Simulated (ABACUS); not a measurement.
# ZnS (F-43m) in ABACUS: further runs

The runs below take ZnS through equation of state, with revTPSS.

All numbers are computed with ABACUS 3.10.1; they aren't measurements. Logs are shortened: lines on timing, memory, paths and dates and some standing lists are left out, and cuts for length are marked.

## 1. The crystal as given

It takes space group F-43m (No. 216, cubic). The conventional cell has a = 5.404 Å, b = 5.404 Å, c = 5.404 Å, α = 90.00°, β = 90.00°, γ = 90.00°. Around Zn (site symmetry -43m) lie 4 S at 2.34 Å. S (site symmetry -43m) is surrounded by 4 Zn at 2.34 Å.

## 2. Equation of state, revTPSS, 18.54 Å³/atom (volume scaled by 0.94)

The input, run_abacus.py:

```python
"""ABACUS run from a structure file: ASE reads it, the script writes STRU, KPT and INPUT."""
import re
import subprocess
from ase.io import read
from ase.units import Bohr

atoms = read("ZnS.cif")
atoms = atoms[(-atoms.numbers).argsort(kind="stable")]  # ABACUS lists atoms element by element
pseudo = {'Zn': 'Zn_ONCV_PBE-1.2.upf', 'S': 'S_ONCV_PBE-1.2.upf'}
orbital = {}
magmoms = None
kmesh = [6, 6, 6]
params = {
    'suffix': 'ZnS',
    'calculation': 'scf',
    'basis_type': 'pw',
    'pseudo_dir': './',
    'symmetry': 1,
    'dft_functional': 'MGGA_X_REVTPSS+MGGA_C_REVTPSS',
    'ecutwfc': 97,
    'pseudo_rcut': 10,
    'nspin': 1,
    'nbands': 17,
    'ks_solver': 'dav',
    'smearing_method': 'fd',
    'smearing_sigma': 0.00367493,
    'scf_thr': 1e-08,
    'scf_nmax': 100,
    'mixing_type': 'broyden',
    'mixing_beta': 0.7,
    'cal_force': 1,
    'cal_stress': 1,
    'mixing_tau': 1,
    'kpar': 4,
}

symbols = atoms.get_chemical_symbols()
elements = list(dict.fromkeys(symbols))
lines = ["ATOMIC_SPECIES"] + [f"{e} {atoms.get_masses()[symbols.index(e)]:.4f} {pseudo[e]}" for e in elements]
if orbital:
    lines += ["", "NUMERICAL_ORBITAL"] + [orbital[e] for e in elements]
lines += ["", "LATTICE_CONSTANT", f"{1 / Bohr:.10f}", "", "LATTICE_VECTORS"]
lines += [" ".join(f"{x:.10f}" for x in v) for v in atoms.cell]
lines += ["", "ATOMIC_POSITIONS", "Direct"]
for e in elements:
    lines += ["", e, "0.0", str(symbols.count(e))]
    for i, p in enumerate(atoms.get_scaled_positions(wrap=False)):
        if symbols[i] == e:
            mag = "" if magmoms is None else " mag " + " ".join(str(x) for x in (magmoms[i] if isinstance(magmoms[i], list) else [magmoms[i]]))
            lines.append(" ".join(f"{x:.10f}" for x in p) + " 1 1 1" + mag)
open("STRU", "w").write("\n".join(lines) + "\n")
open("KPT", "w").write("K_POINTS\n0\nGamma\n%d %d %d 0 0 0\n" % tuple(kmesh))
open("INPUT", "w").write("INPUT_PARAMETERS\n" + "".join(f"{k:<20s}{v}\n" for k, v in params.items()))

done = subprocess.run(['mpirun', '-np', '4', 'abacus'])
if done.returncode:
    raise SystemExit(done.returncode)
log = open("OUT.ZnS/running_scf.log").read()
print("final energy (eV):", re.findall(r"FINAL_ETOT_IS (\S+)", log))
```

The input, ZnS.cif:

```cif
data_ZnS
_cell_length_a 3.74319938
_cell_length_b 3.74319938
_cell_length_c 3.74319938
_cell_angle_alpha 60.00000000
_cell_angle_beta 60.00000000
_cell_angle_gamma 60.00000000
_space_group_name_H-M_alt 'P1'
_space_group_name_Hall 'P 1'
_space_group_IT_number 1
loop_
_space_group_symop_operation_xyz
'x,y,z'
loop_
_atom_site_label
_atom_site_type_symbol
_atom_site_symmetry_multiplicity
_atom_site_Wyckoff_symbol
_atom_site_fract_x
_atom_site_fract_y
_atom_site_fract_z
_atom_site_occupancy
Zn1 Zn 1 a 0.7500000000 0.7500000000 0.7500000000 1
S1 S 1 a 0.0000000000 0.0000000000 0.0000000000 1
```

Potentials or basis: SG15 ONCV 1.2 PBE, plane waves.

Run with:

```sh
$ OMP_NUM_THREADS=1 python run_abacus.py > log
```

running log:

```text
ABACUS v3.10.1

               Atomic-orbital Based Ab-initio Computation at UStc

 ------------------------------------------------------------------------------------

 READING GENERAL INFORMATION
                           global_out_dir = OUT.ZnS/
                           global_in_card = INPUT
                               pseudo_dir = ./
                              orbital_dir =
                                    DSIZE = 4
                                    GSIZE = 1
[... 5 lines left out ...]

 READING ATOM TYPE 1
                               atom label = Zn
                      L=0, number of zeta = 1
                      L=1, number of zeta = 1
                      L=2, number of zeta = 1
             number of atom for this type = 1

 READING ATOM TYPE 2
                               atom label = S
                      L=0, number of zeta = 1
                      L=1, number of zeta = 1
                      L=2, number of zeta = 1
             number of atom for this type = 1

                        TOTAL ATOM NUMBER = 2
DIRECT COORDINATES
    atom                   x                   y                   z     mag                  vx                  vy                  vz
taud_Zn1            0.7500000000        0.7500000000        0.7500000000  0.0000        0.0000000000        0.0000000000        0.0000000000
taud_S1            0.0000000000        0.0000000000        0.0000000000  0.0000        0.0000000000        0.0000000000        0.0000000000

                          Volume (Bohr^3) = 250.271
                             Volume (A^3) = 37.0863

 Lattice vectors: (Cartesian coordinate: in unit of a_0)
              +3.7432                  +0                  +0
              +1.8716            +3.24171                  +0
              +1.8716            +1.08057            +3.05631
 Reciprocal vectors: (Cartesian coordinate: in unit of 2 pi/a_0)
            +0.267151            -0.15424           -0.109064
                   -0            +0.30848           -0.109064
                   +0                  -0           +0.327192
 The esolver type has been set to : ksdft_pw

                PAO radial cut off (Bohr) = 10

 Read in pseudopotential file is Zn_ONCV_PBE-1.2.upf
                     pseudopotential type = NC
          exchange-correlation functional = PBE
                 nonlocal core correction = 0
                        valence electrons = 20
                                     lmax = 2
                           number of zeta = 0
                     number of projectors = 6
                           L of projector = 0
                           L of projector = 0
                           L of projector = 1
                           L of projector = 1
                           L of projector = 2
                           L of projector = 2
 XC functional updated to : MGGA_X_REVTPSS+MGGA_C_REVTPSS
          exchange-correlation functional = MGGA_X_REVTPSS+MGGA_C_REVTPSS
                PAO radial cut off (Bohr) = 10

 Read in pseudopotential file is S_ONCV_PBE-1.2.upf
                     pseudopotential type = NC
          exchange-correlation functional = PBE
                 nonlocal core correction = 0
                        valence electrons = 6
                                     lmax = 1
                           number of zeta = 0
                     number of projectors = 4
                           L of projector = 0
                           L of projector = 0
                           L of projector = 1
                           L of projector = 1
 XC functional updated to : MGGA_X_REVTPSS+MGGA_C_REVTPSS
          exchange-correlation functional = MGGA_X_REVTPSS+MGGA_C_REVTPSS
     initial pseudo atomic orbital number = 0

 SETUP THE ELECTRONS NUMBER
            electron number of element Zn = 20
      total electron number of element Zn = 20
             electron number of element S = 6
       total electron number of element S = 6
            AUTOSET number of electrons:  = 26
                           occupied bands = 13
                                   NBANDS = 17
                                   NLOCAL = 18

%%%%%%%%%%%%%%%%%%%%%%%%%%%%%%%%%%%%%%%%%%%%%%%%%%%%%%%%%%%%%%%%%%%%%%%%%%%%%%%%%%%%%%%%%%%%%%%%%%%%%%%%%%
 Warning: the number of valence electrons in pseudopotential > 12 for Zn: [Ar] 3d10 4s2
 Pseudopotentials with additional electrons can yield (more) accurate outcomes, but may be less efficient.
 If you're confident that your chosen pseudopotential is appropriate, you can safely ignore this warning.
%%%%%%%%%%%%%%%%%%%%%%%%%%%%%%%%%%%%%%%%%%%%%%%%%%%%%%%%%%%%%%%%%%%%%%%%%%%%%%%%%%%%%%%%%%%%%%%%%%%%%%%%%%

 SETUP THE PLANE WAVE BASIS
 energy cutoff for charge/potential (unit:Ry) = 388
            fft grid for charge/potential = [ 45, 45, 45 ]
                        fft grid division = [ 1, 1, 1 ]
        big fft grid for charge/potential = [ 45, 45, 45 ]
                                     nbxx = 91125
                                     nrxx = 91125

 SETUP PLANE WAVES FOR CHARGE/POTENTIAL
[... 47 lines left out ...]
                                       C4 = 0
                                       C6 = 0
                                       S1 = 6
                                       S3 = 0
                                       S4 = 6
                                       S6 = 0
                              POINT GROUP = T_d
                                       C2 = 3
                                       C3 = 8
                                       C4 = 0
                                       C6 = 0
                                       S1 = 6
                                       S3 = 0
                                       S4 = 6
                                       S6 = 0
               POINT GROUP IN SPACE GROUP = T_d

 SETUP K-POINTS
                                    nspin = 1
                   Input type of k points = Monkhorst-Pack(Gamma)
                                   nkstot = 216
                       right hand lattice = 1
(for reciprocal lattice: )
                             BRAVAIS TYPE = 2
                     BRAVAIS LATTICE NAME = 02. Cubic I (body-centered)
                                    ibrav = 2
                       right hand lattice = 1
(for k-lattice: )
                             BRAVAIS TYPE = 2
                     BRAVAIS LATTICE NAME = 02. Cubic I (body-centered)
                                    ibrav = 2
                       right hand lattice = 1
                        ROTATION MATRICES = 48
                               nkstot_ibz = 16
K-POINTS REDUCTION ACCORDING TO SYMMETRY
     IBZ    DIRECT_X    DIRECT_Y    DIRECT_Z  WEIGHT  ibz2bz
       1  0.00000000  0.00000000  0.00000000  0.0046       0
       2  0.16666667  0.16666667  0.16666667  0.0370       1
       3  0.33333333  0.33333333  0.33333333  0.0370       2
       4  0.50000000  0.50000000  0.50000000  0.0185       3
       5  0.16666667  0.16666667  0.00000000  0.0278       7
       6  0.33333333  0.33333333  0.16666667  0.1111       8
[... 8 lines left out ...]
      15  0.50000000  0.33333333 -0.33333333  0.1111      52
      16  0.50000000  0.33333333 -0.16666667  0.0556      58

                               nkstot now = 16
[... K-POINTS DIRECT COORDINATES: 16 rows ...]

           k-point number in this process = 4
       minimum distributed K point number = 4
[... stars of the k points ...]

[... K-POINTS CARTESIAN COORDINATES: 4 rows ...]

[... K-POINTS DIRECT COORDINATES: 4 rows ...]

 SETUP PLANE WAVES FOR WAVE FUNCTIONS
     energy cutoff for wavefunc (unit:Ry) = 97
              fft grid for wave functions = [ 45, 45, 45 ]
                    number of plane waves = 4693
                         number of sticks = 367

 PARALLEL PW FOR WAVE FUNCTIONS
     PROC   COLUMNS(POT)             PW
        1            367           4693
 --------------- sum -------------------
        1            367           4693

 SETUP NONLOCAL PSEUDOPOTENTIALS IN PLANE WAVE BASIS
 Zn non-local projectors:
 projector 1 L=0
 projector 2 L=0
 projector 3 L=1
 projector 4 L=1
 projector 5 L=2
 projector 6 L=2
 S non-local projectors:
 projector 1 L=0
 projector 2 L=0
 projector 3 L=1
 projector 4 L=1
      TOTAL NUMBER OF NONLOCAL PROJECTORS = 26

 Init Non-Local PseudoPotential table :
 Init Non-Local-Pseudopotential done.

                                     npwx = 4056

 -------------------------------------------
 SELF-CONSISTENT
 -------------------------------------------
                                 init_chg = atomic

 PW ALGORITHM --------------- ION=   1  ELEC=   1--------------------------------
 Notice: Threshold on eigenvalues was too large.
 hsover_error=0.26 > DRHO=0.143158
 Origin diag ethr = 0.01
 New diag ethr = 0.000550609

 Density error is 0.127497334596
                          Error Threshold = 0.000550608642188
----------------------------------------------------------
     Energy           Rydberg                 eV
----------------------------------------------------------
 E_KohnSham     -420.3583364082      -5719.2685769518
 E_Harris       -425.2124228474      -5785.3118111104
 E_Fermi        0.7114348072         9.6795671331
----------------------------------------------------------
[... 87 lines left out ...]
 Density error is 7.8048906545e-10
                          Error Threshold = 5.2739036145e-11
----------------------------------------------------------
     Energy           Rydberg                 eV
----------------------------------------------------------
 E_KohnSham     -420.4630644779      -5720.6934754412
 E_KS(sigma->0) -420.4630644779      -5720.6934754412
 E_Harris       -420.4626659302      -5720.6880529217
 E_band         -45.0819076734       -613.3708210685
 E_one_elec     -330.1459766161      -4491.8664537538
 E_Hartree      169.3625272182       2304.2953978470
 E_xc           -40.6122856993       -552.5584943148
 E_Ewald        -219.0673293806      -2980.5639252196
 E_entropy(-TS) -0.0000000000        -0.0000000000
 E_descf        0.0000000000         0.0000000000
 E_exx          0.0000000000         0.0000000000
 E_Fermi        0.7280961958         9.9062569550
----------------------------------------------------------

 charge density convergence is achieved
 final etot is -5720.6934754 eV
 EFERMI = 9.906256955 eV

 STATE ENERGY(eV) AND OCCUPATIONS    NSPIN == 1
 1/4 kpoint (Cartesian) = 0.0000 0.0000 0.0000 (4015 pws)
       1       -117.091     0.00925926
       2       -71.1663     0.00925926
       3       -71.1663     0.00925926
       4       -71.1663     0.00925926
       5       -5.44138     0.00925926
       6        1.81609     0.00925926
[... 9 lines left out ...]
      16        15.0356    2.59016e-47
[... 45 lines left out ...]
       5       -4.37304      0.0370370
       6        1.94969      0.0370370
[... 9 lines left out ...]
      16        15.4910    1.14795e-50
      17        17.4203    2.00604e-67

------------------------------------------------------------------------------------------
 TOTAL-FORCE (eV/Angstrom)
------------------------------------------------------------------------------------------
                       Zn1         0.0000000000         0.0000000000         0.0000000000
                        S1         0.0000000000         0.0000000000         0.0000000000
------------------------------------------------------------------------------------------

----------------------------------------------------------------
 TOTAL-STRESS (KBAR)
----------------------------------------------------------------
        66.1335598591        -0.0000000000        -0.0000000000
         0.0000000000        66.1335598595         0.0000000007
        -0.0000000000         0.0000000007        66.1335598591
----------------------------------------------------------------
 TOTAL-PRESSURE: 66.133560 KBAR

 --------------------------------------------
 !FINAL_ETOT_IS -5720.6934754412304756 eV
 --------------------------------------------
```

Wall time 23 s (4 MPI ranks of Intel Xeon Platinum 8488C (Sapphire Rapids), shared host); peak memory 0.4 GiB.

What came out:

* Free energy: -5720.6935 eV
* Pressure: 6.6 GPa
* Band gap on the k mesh: 2.49 eV, direct

Caveat: the potentials were made for another functional, which shifts forces and pressure.

## 3. Equation of state, revTPSS, 19.33 Å³/atom (volume scaled by 0.98)

run_abacus.py is that of step 2.

ZnS.cif: that of step 2 with these lines changed.

```diff
@@ -1,5 +1,5 @@
 data_ZnS
-_cell_length_a 3.74319938
-_cell_length_b 3.74319938
-_cell_length_c 3.74319938
+_cell_length_a 3.79555860
+_cell_length_b 3.79555860
+_cell_length_c 3.79555860
 _cell_angle_alpha 60.00000000
```

Potentials or basis: SG15 ONCV 1.2 PBE, plane waves.

Run with:

```sh
$ OMP_NUM_THREADS=1 python run_abacus.py > log
```

Run time: 24 s. Hardware: 4 MPI ranks of Intel Xeon Platinum 8488C (Sapphire Rapids), shared host; peak memory 0.4 GiB.

It converged, with:

```yaml
Free_energy: -5720.7396 eV
Pressure: 2.8 GPa
Band_gap_on_the_k_mesh: 2.32 eV, direct
```

Caveat: the potentials were made for another functional, which shifts forces and pressure.

## 4. Equation of state, revTPSS, 20.12 Å³/atom (volume scaled by 1.02)

run_abacus.py is that of step 3.

ZnS.cif: that of step 3 with these lines changed.

```diff
@@ -1,5 +1,5 @@
 data_ZnS
-_cell_length_a 3.79555860
-_cell_length_b 3.79555860
-_cell_length_c 3.79555860
+_cell_length_a 3.84651178
+_cell_length_b 3.84651178
+_cell_length_c 3.84651178
 _cell_angle_alpha 60.00000000
```

Run with:

```sh
$ OMP_NUM_THREADS=1 python run_abacus.py > log
```

It took 25 s on 4 MPI ranks of Intel Xeon Platinum 8488C (Sapphire Rapids), shared host; peak memory 0.44 GiB.

The run converged. Its results:

| Item | Value |
| --- | --- |
| Free energy | -5720.7520 eV |
| Pressure | -0.3 GPa |
| Band gap on the k mesh | 2.17 eV, direct |

Caveat: the potentials were made for another functional, which shifts forces and pressure.

## 5. Equation of state, revTPSS, 20.91 Å³/atom (volume scaled by 1.06)

run_abacus.py is that of step 4.

ZnS.cif: that of step 4 with these lines changed.

```diff
@@ -1,5 +1,5 @@
 data_ZnS
-_cell_length_a 3.84651178
-_cell_length_b 3.84651178
-_cell_length_c 3.84651178
+_cell_length_a 3.89614966
+_cell_length_b 3.89614966
+_cell_length_c 3.89614966
 _cell_angle_alpha 60.00000000
```

Run with:

```sh
$ OMP_NUM_THREADS=1 python run_abacus.py > log
```

Run time: 25 s. Hardware: 4 MPI ranks of Intel Xeon Platinum 8488C (Sapphire Rapids), shared host; peak memory 0.44 GiB.

The run converged. Its results:

```yaml
Free_energy: -5720.6068 eV
Pressure: -3.3 GPa
Band_gap_on_the_k_mesh: 2.02 eV, direct
```

Caveat: the potentials were made for another functional, which shifts forces and pressure.

## 6. Equation of state, revTPSS

Potentials or basis: SG15 ONCV 1.2 PBE, plane waves.

No new run: the results of the series are fitted here.

What came out:

* Equilibrium volume: 19.85 Å³/atom (rough: see the caveat)
* Bulk modulus: 318 GPa (rough)

Energy against volume, from the lowest point:
```tsv
volume (Å³/atom)	energy (meV/atom)
18.543	29.27
19.332	6.21
20.121	0.00
20.910	72.58
```

Caveat: the fit is doubtful: noisy points or a state that changes with volume; the potentials were made for another functional, which shifts forces and pressure.
